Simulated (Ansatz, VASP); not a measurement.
**One calculation of Zr, two programs**

The input INCAR:

```
SYSTEM = Zr
PREC     = Accurate       ! precision mode
ENCUT    = 520            ! plane-wave cutoff, eV
EDIFF    = 1E-7           ! SCF threshold, eV
ISMEAR   = -1             ! smearing method
SIGMA    = 0.1            ! smearing width, eV
LREAL    = .FALSE.        ! projectors in reciprocal space
LASPH    = .TRUE.         ! aspherical terms in the spheres
NELM     = 60             ! most SCF steps
ALGO     = Normal         ! electronic algorithm
ISIF     = 2              ! what is computed and relaxed
LWAVE    = .FALSE.        ! write WAVECAR
LCHARG   = .FALSE.        ! write CHGCAR
GGA      = PE             ! functional
NBANDS   = 12             ! bands
```

The input KPOINTS:

```
Automatic mesh
0
G
  14 14 14
  0 0 0
```

Contents of POSCAR:

```
Zr
1.0
    2.8667350285      0.0000000000      0.0000000000
    0.0000000000      2.8667350285      0.0000000000
    0.0000000000      0.0000000000      2.8667350285
Zr
1
Direct
    0.0000000000      0.0000000000      0.0000000000
```

Input for Ansatz:

```yaml
crystal:
  lattice:
    - [2.8667350285, 0.0, 0.0]
    - [0.0, 2.8667350285, 0.0]
    - [0.0, 0.0, 2.8667350285]
  atoms:
    - { symbol: Zr, position: [0.0, 0.0, 0.0] }
kpoints:
  mp_grid: { grid: [14, 14, 14] }
scf:
  occupations: { method: fermi_dirac, width: 0.1 }
hamiltonian:
  xc: pbe
  pseudopotentials: { kind: all_electron, lapw: { basis_error: 0.001 } }
output:
  forces: true
  stress: true
  eigenvalues: true
  populations: true
```

Change from the starting cell: volume scaled by 0.95, LAPW.

Alike in both runs: task single point; functional PBE; k mesh 14 × 14 × 14; occupations fermi-dirac, width 0.1 eV; no spin polarisation.

|  | VASP | Ansatz |
| --- | --- | --- |
| version | VASP 6.6.1 | Ansatz 0.2.0 |
| potentials or method | VASP PAW PBE potentials, release 64 (Zr_sv) | all-electron LAPW, scalar-relativistic |
| plane-wave cutoff (eV) | 520 | see its input |

|  | VASP | Ansatz | Ansatz less VASP |
| --- | --- | --- | --- |
| pressure (GPa) | 3.9 | 3.9 | -0.05 |

Ansatz ran all-electron here, so the differences hold the error of VASP's frozen core and of both bases.
